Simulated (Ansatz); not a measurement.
# Pd (Fm-3m) in Ansatz: convergence with wavefunction cutoff

Aim: find how far wavefunction cutoff must go before the results for Pd settle, at r2SCAN. This setting moves, with any that are tied to it; all else stays.

All numbers are computed with Ansatz 0.2.0; they aren't measurements. Logs are shortened: lines on timing, memory, paths and dates and some standing lists are left out, and cuts for length are marked.

## Step 1: The structure

It takes space group Fm-3m (No. 225, cubic). The conventional cell has a = 3.893 Å, b = 3.893 Å, c = 3.893 Å, α = 90.00°, β = 90.00°, γ = 90.00°. Pd (site symmetry m-3m) is surrounded by 12 Pd at 2.75 Å.

## Step 2: With wavefunction cutoff 400 eV

input.yaml reads:

```yaml
crystal:
  lattice:
    - [0.0, 1.9465, 1.9465]
    - [1.9465, 0.0, 1.9465]
    - [1.9465, 1.9465, 0.0]
  atoms:
    - { symbol: Pd, position: [0.0, 0.0, 0.0] }
hamiltonian:
  xc: r2scan
  pseudopotentials: { kind: nc, source: spms }
kpoints:
  mp_grid: { grid: [10, 10, 10] }
scf:
  occupations: { method: fermi_dirac, width: 0.05 }
output:
  forces: true
  stress: true
  eigenvalues: true
basis:
  ecutwfc: "400 eV"
```

Potentials or basis: SPMS NC.

Started as:

```sh
$ ansatz run input.yaml --threads 2 --pin off --max-ram 5632MiB --backend cpu --events-out ev --progress --plain --runs-dir out
```

Run time: 0.38 s. Hardware: 2 threads of Intel Xeon Platinum 8488C (Sapphire Rapids), shared host; peak memory 0.3 GiB.

Results:

```
Free energy            : -3661.1336 eV
Pressure               : 11.2 GPa
Band gap on the k mesh : none (metal or under the smearing width)
```

## Step 3: With wavefunction cutoff 500 eV

Changes to input.yaml since step 2:

```diff
@@ -19,2 +19,2 @@
 basis:
-  ecutwfc: "400 eV"
+  ecutwfc: "500 eV"
```

Potentials or basis: SPMS NC.

Started as:

```sh
$ ansatz run input.yaml --threads 2 --pin off --max-ram 5632MiB --backend cpu --events-out ev --progress --plain --runs-dir out
```

Run time: 0.58 s. Hardware: 2 threads of Intel Xeon Platinum 8488C (Sapphire Rapids), shared host; peak memory 0.34 GiB.

Results:

| Item | Value |
| --- | --- |
| Free energy | -3665.0132 eV |
| Pressure | -0.4 GPa |
| Band gap on the k mesh | none (metal or under the smearing width) |

## Step 4: With wavefunction cutoff 600 eV

Changes to input.yaml since step 3:

```diff
@@ -19,2 +19,2 @@
 basis:
-  ecutwfc: "500 eV"
+  ecutwfc: "600 eV"
```

Started as:

```sh
$ ansatz run input.yaml --threads 2 --pin off --max-ram 5632MiB --backend cpu --events-out ev --progress --plain --runs-dir out
```

It took 0.63 s on 2 threads of Intel Xeon Platinum 8488C (Sapphire Rapids), shared host; peak memory 0.31 GiB.

Results:

| Property | Result |
| --- | --- |
| Free energy | -3665.4101 eV |
| Pressure | 0.4 GPa |
| Band gap on the k mesh | none (metal or under the smearing width) |

## Step 5: With wavefunction cutoff 700 eV

Changes to input.yaml since step 4:

```diff
@@ -19,2 +19,2 @@
 basis:
-  ecutwfc: "600 eV"
+  ecutwfc: "700 eV"
```

Started as:

```sh
$ ansatz run input.yaml --threads 2 --pin off --max-ram 5632MiB --backend cpu --events-out ev --progress --plain --runs-dir out
```

Run time: 0.76 s. Hardware: 2 threads of Intel Xeon Platinum 8488C (Sapphire Rapids), shared host; peak memory 0.34 GiB.

Results:

| Quantity | Value |
| --- | --- |
| Free energy | -3665.4302 eV |
| Pressure | 0.4 GPa |
| Band gap on the k mesh | none (metal or under the smearing width) |

## Step 6: With wavefunction cutoff 850 eV

Changes to input.yaml since step 5:

```diff
@@ -19,2 +19,2 @@
 basis:
-  ecutwfc: "700 eV"
+  ecutwfc: "850 eV"
```

Potentials or basis: SPMS NC.

Started as:

```sh
$ ansatz run input.yaml --threads 2 --pin off --max-ram 5632MiB --backend cpu --events-out ev --progress --plain --runs-dir out
```

It took 0.95 s on 2 threads of Intel Xeon Platinum 8488C (Sapphire Rapids), shared host; peak memory 0.36 GiB.

It converged, with:

- Free energy: -3665.4307 eV
- Pressure: 0.4 GPa
- Band gap on the k mesh: none (metal or under the smearing width)

## Step 7: With wavefunction cutoff 1000 eV

Changes to input.yaml since step 6:

```diff
@@ -19,2 +19,2 @@
 basis:
-  ecutwfc: "850 eV"
+  ecutwfc: "1000 eV"
```

Started as:

```sh
$ ansatz run input.yaml --threads 2 --pin off --max-ram 5632MiB --backend cpu --events-out ev --progress --plain --runs-dir out
```

It took 1.1 s on 2 threads of Intel Xeon Platinum 8488C (Sapphire Rapids), shared host; peak memory 0.39 GiB.

It converged, with:

```yaml
Free_energy: -3665.4312 eV
Pressure: 0.4 GPa
Band_gap_on_the_k_mesh: none (metal or under the smearing width)
```

## Step 8: With wavefunction cutoff 1200 eV

Changes to input.yaml since step 7:

```diff
@@ -19,2 +19,2 @@
 basis:
-  ecutwfc: "1000 eV"
+  ecutwfc: "1200 eV"
```

Started as:

```sh
$ ansatz run input.yaml --threads 2 --pin off --max-ram 5632MiB --backend cpu --events-out ev --progress --plain --runs-dir out
```

Run time: 1.5 s. Hardware: 2 threads of Intel Xeon Platinum 8488C (Sapphire Rapids), shared host; peak memory 0.43 GiB.

The run converged. Its results:

```
Free energy            : -3665.4315 eV
Pressure               : 0.4 GPa
Band gap on the k mesh : none (metal or under the smearing width)
```

## Step 9: With wavefunction cutoff 1400 eV

Changes to input.yaml since step 8:

```diff
@@ -19,2 +19,2 @@
 basis:
-  ecutwfc: "1200 eV"
+  ecutwfc: "1400 eV"
```

Potentials or basis: SPMS NC.

Started as:

```sh
$ ansatz run input.yaml --threads 2 --pin off --max-ram 5632MiB --backend cpu --events-out ev --progress --plain --runs-dir out
```

It took 1.8 s on 2 threads of Intel Xeon Platinum 8488C (Sapphire Rapids), shared host; peak memory 0.49 GiB.

Results (log left out):

```
Free energy            : -3665.4317 eV
Pressure               : 0.4 GPa
Band gap on the k mesh : none (metal or under the smearing width)
```

## Step 10: With wavefunction cutoff 1700 eV

Changes to input.yaml since step 9:

```diff
@@ -19,2 +19,2 @@
 basis:
-  ecutwfc: "1400 eV"
+  ecutwfc: "1700 eV"
```

Potentials or basis: SPMS NC.

Started as:

```sh
$ ansatz run input.yaml --threads 2 --pin off --max-ram 5632MiB --backend cpu --events-out ev --progress --plain --runs-dir out
```

What it wrote:

```text
Warning: hamiltonian.xc reads the kinetic-energy density τ on the library's norm-conserving files, and those of Pd were made for PBE. This build holds files of Pd that were made for r²SCAN, which a deck under this functional can read where it names no table (hamiltonian.pseudopotentials.accuracy or source), types no xc_functional and has no exact exchange, max_exx_coeff or level of output.embedding that keeps them out. To compare such runs, type hamiltonian.pseudopotentials: {kind: paw, frozen_core: stored} on both or, where PAW refuses one, {kind: nc, accuracy: standard}
Warning: RAYON_NUM_THREADS=2 ignored (pool sized by the plan → 2); use --threads N
Engine: ansatz 0.2.0, x86_64-unknown-linux-gnu
Pseudopotentials: kind: nc
Pseudopotential: Pd, nc, valence charge 18, recommended cutoff 653.073269903712 eV (normal), Pd.nc.azcp
Functional definition: r2SCAN
  parameter k0 = 0.174
  parameter k1 = 0.065
  parameter a1 = 4.9479
  exchange = r2scan_x(k0 = k0, k1 = k1, a1 = a1)
  correlation = r2scan_c
Crystal: 1 atoms, lattice volume = 14.750 Å³
Basis set: ecut = 1700 eV, 2397 PW (Γ), exchange–correlation on 160×160×160 points (64 copies of the dense FFT grid, shifted against one another)
Bands: 13, of which v1, the nominal top of the filled ones, is band 9 counted from 1 (8 counted from 0)
Symmetry: 48 space group operations
Space group: Fm-3m (ITA 225), of the structure as read, at distance tolerance 2.5e-5 Å
k-points: 47 of 1000
Non-local potential: Pd, projectors of the file, l = 0: 2, l = 1: 2, l = 2: 2
Initial density: superposition of atomic densities (chi_scale 0.1, normalization cell)
Initial wavefunctions: pseudopotential atomic-orbital guess
Functional: x = r2scan, c = r2scan; τ floored in thin density (d = 2e-4 eV/Å³)
SCF iter   1: F=—  HF=-3665.862675 eV  |F-HF|=—  |Δ(HF+E_count)|=         —  Δρ=1.30e-1  dr2=1.80e0  dr2_τ=8.17e-1  ethr=3.10e-3  ⟨swp⟩=5.2  Hψ=3535  notcnv=0
preconditioner: auto → none  [metal: Δε(μ)=0.026 eV  Ē_g=14.392 eV  σ=0.050 eV  W_gap=0.13  n_scr=8 (ndim 8)  ℏωp=30.6 eV  f_vac=0.000  D(μ)=1.52/eV (n_scr^D=14)  sad-step TF]
SCF iter   2: F=—  HF=-3665.443759 eV  |F-HF|=—  |Δ(HF+E_count)|=   4.19e-1  Δρ=5.82e-2  dr2=3.36e-1  dr2_τ=2.90e-1  ethr=3.10e-3  ⟨swp⟩=2.3  Hψ=1233  notcnv=0
SCF iter   3: F=—  HF=-3665.431123 eV  |F-HF|=—  |Δ(HF+E_count)|=   1.26e-2  Δρ=1.30e-2  dr2=2.33e-2  dr2_τ=2.65e-2  ethr=1.87e-3  ⟨swp⟩=2.9  Hψ=1010  notcnv=0
SCF iter   4: F=—  HF=-3665.431451 eV  |F-HF|=—  |Δ(HF+E_count)|=   3.28e-4  Δρ=2.76e-3  dr2=3.24e-4  dr2_τ=1.00e-3  ethr=1.29e-4  ⟨swp⟩=2.0  Hψ=1002  notcnv=0
SCF iter   5: F=—  HF=-3665.431751 eV  |F-HF|=—  |Δ(HF+E_count)|=   3.01e-4  Δρ=3.07e-4  dr2=9.85e-6  dr2_τ=8.49e-6  ethr=1.80e-6  ⟨swp⟩=2.3  Hψ=911  notcnv=0
SCF iter   6: F=—  HF=-3665.431764 eV  |F-HF|=—  |Δ(HF+E_count)|=   1.21e-5  Δρ=1.94e-5  dr2=2.79e-8  dr2_τ=1.67e-8  ethr=5.56e-10  ⟨swp⟩=5.7  Hψ=3647  notcnv=0
SCF iter   7: F=-3665.431764 eV  HF=-3665.431764 eV  |F-HF|=8.52e-10  |Δ(HF+E_count)|=   1.45e-7  Δρ=2.58e-6  dr2=4.15e-10  dr2_τ=1.03e-9  ethr=1.55e-10  ⟨swp⟩=2.0  Hψ=2100  notcnv=0
SCF 1 converged in 7 iterations: F = -3665.431764 eV  dr2 = 4.15e-10
SCF converged after 7 iterations
Free energy (F): -3665.431764 eV
Harris-Foulkes:  -3665.431764 eV  (|F-HF|=8.52e-10)
Internal energy: -3665.417707 eV  (E = F + TS)
E sigma→0 (E₀):  -3665.424735 eV
Entropy (-TS):   -0.014056 eV (-14.056 meV/atom)
Fermi energy:    19.886048 eV
--- Per-component energies (eV) ---
  E_band       = -154.077910
  E_kinetic    = 1176.316208
  E_local      = -1837.643831  (includes V_loc(G=0)·N_el)
  E_nonlocal   = -359.270197
  E_hartree    = 683.930918
  E_xc         = -581.434359
  E_vxc        = -537.200634  (∫ρ·V_xc dr)
  E_vtau       = 35.858005  (kinetic-family band-sum trace: ∫τ·v_τ [+ j·A + Jᵃ·Aᵃ] dr)
  E_ewald      = -2747.316447
  E_smearing   = -0.014056  (= −TS)
  E_closure    = 0.000000  (closes the sum)
  Σ components = -3665.431764   (vs F -3665.431764, Δ=0.00e0)
--- Forces (eV/Å), atoms counted from 1 ---
  atom   1  Pd     0.00000000    -0.00000000    -0.00000000
  max |Σ_I F_I| component: 8.63e-32 eV/Å
--- Stress (GPa, compression-positive) ---
        0.416347      -0.000000      -0.000000
       -0.000000       0.416347       0.000000
       -0.000000       0.000000       0.416347
  P = ⅓ Tr σ = 0.4163 GPa (4.163 kbar)
--- Band table (eV; the first three rows and the last of 47) ---
  k-point 0: bands = ["-67.5112", "-31.6257", "-31.6257", "-31.6257", "12.4553", "16.9417", "16.9417", "16.9417", "18.5692", "18.5692", "38.2614", "43.1954", "43.1954"]
  k-point 1: bands = ["-67.5059", "-31.6670", "-31.6315", "-31.6315", "12.8274", "16.8202", "17.0645", "17.0645", "18.5175", "18.5175", "38.5648", "41.0350", "43.5677"]
  k-point 2: bands = ["-67.4920", "-31.7744", "-31.6469", "-31.6469", "13.7637", "16.7055", "17.2465", "17.2465", "18.5611", "18.5611", "36.9498", "39.5043", "44.3844"]
  k-point 46: bands = ["-67.4371", "-31.9447", "-31.8695", "-31.7877", "15.2639", "15.7442", "17.1346", "18.6443", "20.1889", "27.7527", "30.5388", "30.6192", "32.1550"]
```

Run time: 2.2 s. Hardware: 2 threads of Intel Xeon Platinum 8488C (Sapphire Rapids), shared host; peak memory 0.56 GiB.

What came out:

```
Free energy            : -3665.4318 eV
Pressure               : 0.4 GPa
Band gap on the k mesh : none (metal or under the smearing width)
```

## Step 11: Result

```
wavefunction cutoff  energy less the tightest run, at zero smearing (meV/atom)  pressure (GPa)  SCF cycles  CPU time (s)  peak memory (GiB)
             400 eV                                                    4297.56           11.24           7          0.64                0.3
             500 eV                                                     418.58           -0.37           7             1               0.34
             600 eV                                                      21.65            0.35           7           1.1               0.31
             700 eV                                                       1.51            0.43           7           1.4               0.34
             850 eV                                                       1.07            0.43           7           1.8               0.36
            1000 eV                                                       0.54            0.42           7             2               0.39
            1200 eV                                                       0.23            0.42           7           2.9               0.43
            1400 eV                                                       0.10            0.42           7           3.5               0.49
            1700 eV                                                       0.00            0.42           7           4.3               0.56
```

Against the tightest run, the energy stays within 1 meV/atom from 1000 eV on; the pressure stays within 0.1 GPa from 600 eV on. The tightest run that finished is the yardstick and may itself not be fully converged.

Caveats: the meta-GGA runs on potentials made for a GGA; the potentials were made for another functional, which shifts forces and pressure.
